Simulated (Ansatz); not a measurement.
# Au(111) / 1 layer Re(0001) / Au(111): resistance against film thickness, part 2 of 2

How does the resistance across the layers grow with the film in Au(111) / 1 layer Re(0001) / Au(111)?

Ansatz 0.2.0; Ansatz plane-wave DFT, PBE, PAW files; ballistic transport by layer matching (Landauer), zero bias.

So far. Step 2 (With 1 layer): The lead's potential steps by 10 meV from period to period, small in itself. The program estimates the junction's conductance to 6.6 % from the k-mesh, 0.7 % from the leads' distance from neutral and 2.2 % from their steps. Step 3 (With 3 layers, k-mesh 15×15×1, film layers 3): The conductance of the junction is 3.3e14 S/m², 28 % under the 4.6e14 S/m² of the last finished run.

**4. With 5 layers, k-mesh 15×15×1, film layers 5**

The stack now holds 5 film layers; the k-mesh follows the cell, and the energies span -0.27 to 0.27 eV.

System of this step: Au(111) / 5 layers Re(0001) / Au(111). The cell holds 13 atoms: 8 Au and 5 Re. Cell: a = 2.884 Å, b = 2.884 Å, c = 29.052 Å, α = 90.0°, β = 90.0°, γ = 120.0°. It derives from Au and Re. Regions: lead, 8 atoms (8 Au); films, 5 atoms (5 Re). The structure is stacked along c, and the current runs across the ab planes.

File input.yaml:

```yaml
crystal:
  lattice:
    - [2.8837582304, 0.0, 0.0]
    - [-1.4418791152, 2.4974078859, 0.0]
    - [0.0, 0.0, 29.0519446854]
  atoms:
    - { symbol: Au, position: [0.0, 0.0, 0.0405235994] }
    - { symbol: Au, position: [0.3333333333, 0.6666666667, 0.1215707981] }
    - { symbol: Au, position: [0.6666666667, 0.3333333333, 0.2026179969] }
    - { symbol: Au, position: [0.0, 0.0, 0.2836651957] }
    - { symbol: Re, position: [0.3333333333, 0.6666666667, 0.359351036] }
    - { symbol: Re, position: [0.6666666667, 0.3333333333, 0.429675518] }
    - { symbol: Re, position: [0.3333333333, 0.6666666667, 0.5] }
    - { symbol: Re, position: [0.6666666667, 0.3333333333, 0.570324482] }
    - { symbol: Re, position: [0.3333333333, 0.6666666667, 0.640648964] }
    - { symbol: Au, position: [0.6666666667, 0.3333333333, 0.7163348043] }
    - { symbol: Au, position: [0.0, 0.0, 0.7973820031] }
    - { symbol: Au, position: [0.3333333333, 0.6666666667, 0.8784292019] }
    - { symbol: Au, position: [0.6666666667, 0.3333333333, 0.9594764006] }
kpoints:
  mp_grid: { grid: [15, 15, 1] }
hamiltonian:
  xc: pbe
scf:
  occupations: { method: fermi_dirac, width: 0.1 }
output:
  transmission:
    leads: [[0, 1]]
    kmesh: [30, 30]
    e_range: [-0.27, 0.27]
    de: 0.036
  write_potential: true
  write_density: true
  volumetric_format: npy
```

Started as:

```
ansatz run input.yaml --threads 4 --pin off --max-ram 8192MiB --backend cpu --events-out ev --progress --plain --runs-dir out
```

Numbers of over 12 decimals in the logs are rounded to 6 here.

The program printed:

```text
[...]
Crystal: 13 atoms, lattice volume = 209.230 Å³
Basis set: ecut = 420 eV, 4093 PW (Γ)
Bands: 137, of which v1, the nominal top of the filled ones, is band 114 counted from 1 (113 counted from 0)
Symmetry: 6 space group operations
[...]
k-points: 27 of 225 (time reversal used)
[...]
--- Transmission ---
  basis      : 61 plane waves across, 51 finite elements along
  points     : 91, standing for a mesh of 30 x 30
[...]
filled         : 26.5 meV over the level at which it is neutral
    channels       : 7.966667e-1 a spin
[...]
slowest decay  : 0.0844 /Å at (0.0667, 0.0000)
  junction   : crystal 0 to crystal 0, 0.70 to 27.40 Å
    transmission   : 2.775640e-1 a spin
[...]
resistance     : 2.2122e-3 Ω µm² beyond half of each lead's own
[key lines of the parts left out:]
SCF converged after 10 iterations
Free energy (F): -159533.257469 eV
Fermi energy:    22.020963 eV
```

Wall time 65 s (4 threads of Arm Neoverse V1, shared host); peak memory 1.2 GiB.

Numbers from this step:

```
free energy                                                                : -159533.2575 eV
energy at zero smearing                                                    : -159533.1176 eV
Fermi energy                                                               : 22.02 eV
step of the lead's potential                                               : 6.2 meV
estimated errors of the lead's conductance                                 : 0, 4.1, 0.3 % (band edges, k-mesh, distance from neutral)
lead conductance per cell                                                  : 0.7941 G₀
conductance of the junction                                                : 2.96e14 S/m²
junction conductance per cell                                              : 0.2748 G₀
estimated errors of the junction's conductance                             : 0.2, 0, 10.3, 8.1, 1.3 % (energy step, band edges, k-mesh, leads' steps, distance from neutral)
area resistance that the stack adds (contact term taken off, spin by spin) : 2.212 fΩ m²
```

Per spin. The transmission, zone mean by energy, zero at the Fermi level:

```csv
energy (eV),"transmission, zone mean"
-0.270,0.224
-0.234,0.237
-0.198,0.254
-0.162,0.274
-0.126,0.249
-0.090,0.252
-0.054,0.271
-0.018,0.272
0.018,0.278
0.054,0.285
0.090,0.271
0.126,0.273
0.162,0.274
0.198,0.267
0.234,0.271
0.270,0.262
```

The conductance of the junction is 3.0e14 S/m², 11 % under the 3.3e14 S/m² of the last finished run, no more than the error estimates, leads' steps apart, of 9.9 and 10 % together.

**5. With 7 layers, k-mesh 15×15×1, film layers 7**

The stack now holds 7 film layers; the k-mesh follows the cell, and the energies span -0.27 to 0.27 eV.

System of this step: Au(111) / 7 layers Re(0001) / Au(111). The cell holds 15 atoms: 8 Au and 7 Re. Cell: a = 2.884 Å, b = 2.884 Å, c = 33.138 Å, α = 90.0°, β = 90.0°, γ = 120.0°. It derives from Au and Re. Regions: lead, 8 atoms (8 Au); films, 7 atoms (7 Re). The structure is stacked along c, and the current runs across the ab planes.

File input.yaml:

```yaml
crystal:
  lattice:
    - [2.8837582304, 0.0, 0.0]
    - [-1.4418791152, 2.4974078859, 0.0]
    - [0.0, 0.0, 33.1380706065]
  atoms:
    - { symbol: Au, position: [0.0, 0.0, 0.0355267928] }
    - { symbol: Au, position: [0.3333333333, 0.6666666667, 0.1065803783] }
    - { symbol: Au, position: [0.6666666667, 0.3333333333, 0.1776339639] }
    - { symbol: Au, position: [0.0, 0.0, 0.2486875495] }
    - { symbol: Re, position: [0.3333333333, 0.6666666667, 0.3150408648] }
    - { symbol: Re, position: [0.6666666667, 0.3333333333, 0.3766939099] }
    - { symbol: Re, position: [0.3333333333, 0.6666666667, 0.4383469549] }
    - { symbol: Re, position: [0.6666666667, 0.3333333333, 0.5] }
    - { symbol: Re, position: [0.3333333333, 0.6666666667, 0.5616530451] }
    - { symbol: Re, position: [0.6666666667, 0.3333333333, 0.6233060901] }
    - { symbol: Re, position: [0.3333333333, 0.6666666667, 0.6849591352] }
    - { symbol: Au, position: [0.6666666667, 0.3333333333, 0.7513124505] }
    - { symbol: Au, position: [0.0, 0.0, 0.8223660361] }
    - { symbol: Au, position: [0.3333333333, 0.6666666667, 0.8934196217] }
    - { symbol: Au, position: [0.6666666667, 0.3333333333, 0.9644732072] }
kpoints:
  mp_grid: { grid: [15, 15, 1] }
hamiltonian:
  xc: pbe
scf:
  occupations: { method: fermi_dirac, width: 0.1 }
output:
  transmission:
    leads: [[0, 1]]
    kmesh: [30, 30]
    e_range: [-0.27, 0.27]
    de: 0.036
  write_potential: true
  write_density: true
  volumetric_format: npy
```

The program printed:

```text
[...]
Crystal: 15 atoms, lattice volume = 238.658 Å³
Basis set: ecut = 420 eV, 4635 PW (Γ)
Bands: 155, of which v1, the nominal top of the filled ones, is band 129 counted from 1 (128 counted from 0)
Symmetry: 6 space group operations
[...]
k-points: 27 of 225 (time reversal used)
[...]
--- Transmission ---
  basis      : 61 plane waves across, 58 finite elements along
  points     : 91, standing for a mesh of 30 x 30
[...]
filled         : 29.3 meV over the level at which it is neutral
    channels       : 7.966667e-1 a spin
[...]
slowest decay  : 0.0847 /Å at (0.0667, 0.0000)
  junction   : crystal 0 to crystal 0, 0.70 to 31.48 Å
    transmission   : 2.138388e-1 a spin
[...]
resistance     : 3.0314e-3 Ω µm² beyond half of each lead's own
[key lines of the parts left out:]
SCF converged after 10 iterations
Free energy (F): -181269.046370 eV
Fermi energy:    22.280795 eV
```

It took 87 s on 4 threads; peak memory 1.4 GiB.

Numbers from this step:

| Property | Result |
| --- | --- |
| free energy | -181269.0464 eV |
| energy at zero smearing | -181268.8787 eV |
| Fermi energy | 22.28 eV |
| step of the lead's potential | 4.9 meV |
| ballistic conductance of the lead | 8.55e14 S/m² |
| lead conductance per cell | 0.7943 G₀ |
| conductance of the junction | 2.38e14 S/m² |
| junction conductance per cell | 0.2212 G₀ |
| estimated errors of the junction's conductance | 0.3, 0, 13.2, 6.5, 0.8 % (energy step, band edges, k-mesh, leads' steps, distance from neutral) |
| area resistance that the stack adds (contact term taken off, spin by spin) | 3.031 fΩ m² |

Per spin. Table of transmission, zone mean by energy, zero at the Fermi level:

```csv
energy (eV),"transmission, zone mean"
-0.270,0.218
-0.234,0.270
-0.198,0.312
-0.162,0.271
-0.126,0.239
-0.090,0.232
-0.054,0.213
-0.018,0.229
0.018,0.214
0.054,0.218
0.090,0.225
0.126,0.214
0.162,0.221
0.198,0.233
0.234,0.220
0.270,0.227
```

The conductance of the junction is 2.4e14 S/m², 19 % under the 3.0e14 S/m² of the last finished run, no more than the error estimates, leads' steps apart, of 10 and 13 % together.

**6. With 9 layers, k-mesh 15×15×1, film layers 9**

The stack now holds 9 film layers; the k-mesh follows the cell, and the energies span -0.27 to 0.27 eV.

System of this step: Au(111) / 9 layers Re(0001) / Au(111). The cell holds 17 atoms: 8 Au and 9 Re. Its edges and angles: a = 2.884 Å, b = 2.884 Å, c = 37.224 Å, α = 90.0°, β = 90.0°, γ = 120.0°. It derives from Au and Re. Regions: lead, 8 atoms (8 Au); films, 9 atoms (9 Re). The structure is stacked along c, and the current runs across the ab planes.

File input.yaml:

```yaml
crystal:
  lattice:
    - [2.8837582304, 0.0, 0.0]
    - [-1.4418791152, 2.4974078859, 0.0]
    - [0.0, 0.0, 37.2241965276]
  atoms:
    - { symbol: Au, position: [0.0, 0.0, 0.0316269921] }
    - { symbol: Au, position: [0.3333333333, 0.6666666667, 0.0948809762] }
    - { symbol: Au, position: [0.6666666667, 0.3333333333, 0.1581349603] }
    - { symbol: Au, position: [0.0, 0.0, 0.2213889444] }
    - { symbol: Re, position: [0.3333333333, 0.6666666667, 0.2804586101] }
    - { symbol: Re, position: [0.6666666667, 0.3333333333, 0.3353439576] }
    - { symbol: Re, position: [0.3333333333, 0.6666666667, 0.3902293051] }
    - { symbol: Re, position: [0.6666666667, 0.3333333333, 0.4451146525] }
    - { symbol: Re, position: [0.3333333333, 0.6666666667, 0.5] }
    - { symbol: Re, position: [0.6666666667, 0.3333333333, 0.5548853475] }
    - { symbol: Re, position: [0.3333333333, 0.6666666667, 0.6097706949] }
    - { symbol: Re, position: [0.6666666667, 0.3333333333, 0.6646560424] }
    - { symbol: Re, position: [0.3333333333, 0.6666666667, 0.7195413899] }
    - { symbol: Au, position: [0.6666666667, 0.3333333333, 0.7786110556] }
    - { symbol: Au, position: [0.0, 0.0, 0.8418650397] }
    - { symbol: Au, position: [0.3333333333, 0.6666666667, 0.9051190238] }
    - { symbol: Au, position: [0.6666666667, 0.3333333333, 0.9683730079] }
kpoints:
  mp_grid: { grid: [15, 15, 1] }
hamiltonian:
  xc: pbe
scf:
  occupations: { method: fermi_dirac, width: 0.1 }
output:
  transmission:
    leads: [[0, 1]]
    kmesh: [30, 30]
    e_range: [-0.27, 0.27]
    de: 0.036
  write_potential: true
  write_density: true
  volumetric_format: npy
```

The program printed:

```text
[...]
Crystal: 17 atoms, lattice volume = 268.086 Å³
Basis set: ecut = 420 eV, 5249 PW (Γ)
Bands: 173, of which v1, the nominal top of the filled ones, is band 144 counted from 1 (143 counted from 0)
Symmetry: 6 space group operations
[...]
k-points: 27 of 225 (time reversal used)
[...]
--- Transmission ---
  basis      : 61 plane waves across, 66 finite elements along
  points     : 91, standing for a mesh of 30 x 30
[...]
filled         : 30.3 meV over the level at which it is neutral
    channels       : 7.966667e-1 a spin
[...]
slowest decay  : 0.0849 /Å at (0.0667, 0.0000)
  junction   : crystal 0 to crystal 0, 0.70 to 35.57 Å
    transmission   : 1.973124e-1 a spin
[...]
resistance     : 3.3177e-3 Ω µm² beyond half of each lead's own
[key lines of the parts left out:]
SCF converged after 10 iterations
Free energy (F): -203004.801602 eV
Fermi energy:    22.479662 eV
```

Elapsed: 1.8 min, on 4 threads; peak memory 1.7 GiB.

Numbers from this step:

| Property | Result |
| --- | --- |
| free energy | -203004.8016 eV |
| energy at zero smearing | -203004.5895 eV |
| Fermi energy | 22.48 eV |
| conductance of the junction | 2.23e14 S/m² |
| junction conductance per cell | 0.2071 G₀ |
| estimated errors of the junction's conductance | 2.4, 0, 12.9, 9.1, 1.6 % (energy step, band edges, k-mesh, leads' steps, distance from neutral) |
| area resistance that the stack adds (contact term taken off, spin by spin) | 3.318 fΩ m² |

Per spin. Table of transmission, zone mean by energy, zero at the Fermi level:

```csv
energy (eV),"transmission, zone mean"
-0.270,0.244
-0.234,0.234
-0.198,0.216
-0.162,0.222
-0.126,0.212
-0.090,0.216
-0.054,0.209
-0.018,0.216
0.018,0.197
0.054,0.208
0.090,0.188
0.126,0.179
0.162,0.158
0.198,0.189
0.234,0.216
0.270,0.209
```

The conductance of the junction is 2.2e14 S/m², 6.4 % under the 2.4e14 S/m² of the last finished run, within the error estimates, leads' steps apart, of 13 and 13 %.

**7. All levels side by side**

Times are for 4 threads of Arm Neoverse V1, shared host. The series side by side:

```csv
no.,film layers,"area resistance that the stack adds (contact term taken off, spin by spin) (fΩ m²)",conductance of the junction (S/m²),time,memory (GiB)
1,1,0.9863,4.64e14,88 s,0.92
2,3,1.828,3.33e14,52 s,0.94
3,5,2.212,2.96e14,65 s,1.2
4,7,3.031,2.38e14,87 s,1.4
5,9,3.318,2.23e14,1.8 min,1.7
```

**8. With 3 layers**

The run is repeated with changed settings as a check of sensitivity.

This step: Ansatz plane-wave DFT, PBE, PAW files; ballistic transport by layer matching (Landauer), zero bias; changed: output.transmission.temperature = 77.0 (Ansatz 0.2.0).

System of this step: Au(111) / 3 layers Re(0001) / Au(111). The cell holds 11 atoms: 8 Au and 3 Re. Its edges and angles: a = 2.884 Å, b = 2.884 Å, c = 24.966 Å, α = 90.0°, β = 90.0°, γ = 120.0°. It derives from Au and Re. Regions: lead, 8 atoms (8 Au); films, 3 atoms (3 Re). The structure is stacked along c, and the current runs across the ab planes.

File input.yaml:

```yaml
crystal:
  lattice:
    - [2.8837582304, 0.0, 0.0]
    - [-1.4418791152, 2.4974078859, 0.0]
    - [0.0, 0.0, 24.9658187643]
  atoms:
    - { symbol: Au, position: [0.0, 0.0, 0.0471560488] }
    - { symbol: Au, position: [0.3333333333, 0.6666666667, 0.1414681464] }
    - { symbol: Au, position: [0.6666666667, 0.3333333333, 0.2357802439] }
    - { symbol: Au, position: [0.0, 0.0, 0.3300923415] }
    - { symbol: Re, position: [0.3333333333, 0.6666666667, 0.4181655935] }
    - { symbol: Re, position: [0.6666666667, 0.3333333333, 0.5] }
    - { symbol: Re, position: [0.3333333333, 0.6666666667, 0.5818344065] }
    - { symbol: Au, position: [0.6666666667, 0.3333333333, 0.6699076585] }
    - { symbol: Au, position: [0.0, 0.0, 0.7642197561] }
    - { symbol: Au, position: [0.3333333333, 0.6666666667, 0.8585318536] }
    - { symbol: Au, position: [0.6666666667, 0.3333333333, 0.9528439512] }
kpoints:
  mp_grid: { grid: [15, 15, 1] }
hamiltonian:
  xc: pbe
scf:
  occupations: { method: fermi_dirac, width: 0.1 }
output:
  transmission:
    leads: [[0, 1]]
    kmesh: [30, 30]
    e_range: [-0.27, 0.27]
    de: 0.036
    temperature: 77.0
  write_potential: true
  write_density: true
  volumetric_format: npy
```

The program printed:

```text
[...]
Crystal: 11 atoms, lattice volume = 179.802 Å³
Basis set: ecut = 420 eV, 3527 PW (Γ)
Bands: 119, of which v1, the nominal top of the filled ones, is band 99 counted from 1 (98 counted from 0)
Symmetry: 6 space group operations
[...]
k-points: 27 of 225 (time reversal used)
[...]
SCF iter   1: F=—  HF=-137797.529948 eV  |F-HF|=—  |Δ(HF+E_count)|=         —  Δρ=9.37e-3  dr2=3.69e0  ethr=1.77e-3  ⟨swp⟩=5.1  Hψ=10059  notcnv=0  defer=121
[...]
SCF iter  10: F=-137797.468152 eV  HF=-137797.468152 eV  |F-HF|=2.07e-8  |Δ(HF+E_count)|=   9.11e-9  Δρ=1.07e-6  dr2=2.18e-8  ethr=5.08e-11  ⟨swp⟩=8.3  Hψ=9343  notcnv=0
SCF 1 converged in 10 iterations: F = -137797.468152 eV  dr2 = 2.18e-8
[...]
transmission: 394 of 3913 steps passed
transmission: 785 of 3913 steps passed
[...]
transmission: 3913 of 3913 steps passed
SCF converged after 10 iterations
Free energy (F): -137797.468152 eV
[...]
Internal energy: -137797.280645 eV  (E = F + TS)
E sigma→0 (E₀):  -137797.374398 eV
Entropy (-TS):   -0.187506 eV (-17.046 meV/atom)
Fermi energy:    21.685603 eV
[...]
--- Band table (eV; the first three rows and the last of 27) ---
  k-point 0: bands = [... 95 lower, 19.6405, 19.6405, 19.8008, 19.8008, 20.5081, 20.7253, 20.7253, 21.0812, ... 16 higher]
  k-point 1: bands = [... 95 lower, 19.7520, 19.7958, 19.8532, 20.1621, 20.5604, 20.8387, 21.1809, 21.2679, ... 16 higher]
  k-point 2: bands = [... 95 lower, 19.9266, 19.9517, 20.1202, 20.4990, 20.8809, 21.1086, 21.1755, 21.4171, ... 16 higher]
  k-point 26: bands = [... 95 lower, 23.5791, 23.6192, 23.8742, 24.1902, 24.2093, 24.3236, 24.5950, 24.6539, ... 16 higher]
--- Transmission ---
  basis      : 61 plane waves across, 43 finite elements along
  points     : 91, standing for a mesh of 30 x 30
[...]
channels       : 7.966667e-1 a spin
    conductance    : none, the energies end too early or step too widely for 77 K: set another output.transmission.e_range or a lower de, or, where they end at an eighth of basis.ecutwfc, a higher one
    slowest decay  : 0.0837 /Å at (0.0667, 0.0000)
  junction   : crystal 0 to crystal 0, 0.70 to 23.31 Å
    transmission   : 3.127243e-1 a spin
[...]
```

The job ended after 47 s (4 threads; peak memory 0.94 GiB).

Numbers from this step:

```
free energy                  : -137797.4682 eV
energy at zero smearing      : -137797.3744 eV
Fermi energy                 : 21.69 eV
step of the lead's potential : 5.9 meV
```

Per spin. The transmission, zone mean by energy, zero at the Fermi level:

```csv
energy (eV),"transmission, zone mean"
-0.270,0.247
-0.234,0.243
-0.198,0.278
-0.162,0.301
-0.126,0.298
-0.090,0.302
-0.054,0.301
-0.018,0.307
0.018,0.313
0.054,0.315
0.090,0.330
0.126,0.327
0.162,0.321
0.198,0.345
0.234,0.340
0.270,0.294
```

With these settings the solved energies don't cover or resolve the Fermi function, so the program prints no conductance.

**9. Results**

```
area resistance, 1 layer  : 0.986 fΩ m²
area resistance, 3 layers : 1.83 fΩ m²
area resistance, 5 layers : 2.21 fΩ m²
area resistance, 7 layers : 3.03 fΩ m²
area resistance, 9 layers : 3.32 fΩ m²
```

In words: The stack adds 0.99 fΩ m² with 1 layer and 3.3 fΩ m² with 9. From 3 to 9 layers it grows by 81 %, though no single step exceeds the two runs' error estimates together; nothing scatters inside a perfect film, so this is no ohmic growth. Atoms sit on ideal sites and aren't relaxed. Spin-orbit coupling is left out, which matters for Au and Re. The program's error estimates for the conductances, leads' steps apart, run from 6.6 to 13 %. Re(0001) is stretched by 4.5 % in plane to fit Au(111).

[Logs are printed without paths, hosts, clocks, repeated set-up lines and the standing remarks that a program may print on its own settings, such as how far it seeks lower states.]

[Hosts, paths, dates, database ids (printed as entryN), source tags and the programs' standing remarks are cut or masked in the printed files.]
